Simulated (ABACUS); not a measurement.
# Ga under changes of volume

One of the cells (18.191 Å³/atom); the others are scaled copies at fixed shape and fractional positions:

```xyz
2
Lattice="2.7784 0.0000 0.0000 0.0000 3.2816 0.0000 -1.3434 0.0000 3.9903" Properties=species:S:1:pos:R:3 pbc="T T T"
Ga   -0.6607    2.4612    3.0732
Ga    2.0957    0.8204    0.9171
```

This isn't the form of Ga at room conditions, which is orthorhombic.

```yaml
Program: ABACUS 3.10.1
Functional: PBE
Potentials_or_basis: PseudoDojo NC SR 0.4.1 PBE standard
Cutoff: 1102 eV
Density_cutoff: 4408 eV
Basis: plane waves
k_mesh: 10 × 8 × 7
Occupations: fermi-dirac, width 0.05 eV
Spin: no spin polarisation
```

```tsv
volume (Å³/atom)	energy over the lowest point (meV/atom)	pressure (GPa)	largest force (eV/Å)
17.100	46.19	7.7	0.111
17.463	30.48	6.0	0.103
17.827	18.45	4.5	0.094
18.191	9.76	3.1	0.086
18.555	3.96	1.9	0.078
18.919	?	?	?
19.283	0.00	-0.2	0.062
```

**Question.** What does the run at 18.919 Å³/atom give?

**Answer.** Energy over the lowest point 0.77 meV/atom; pressure 0.8 GPa; largest force 0.070 eV/Å.

Worked out: A Birch-Murnaghan fit of order 3 (a polynomial in V^(-2/3)) to the other rows has its minimum at 19.24 Å³/atom with B0 = V·E''(V) = 49 GPa and B' = 5.2 at fixed shape and positions, which overstates the stiffness. It gives 0.82 meV/atom at 18.919 Å³/atom, against the run's 0.77, and -dE/dV = 0.9 GPa, against 0.8.

Energies are extrapolated to zero smearing.
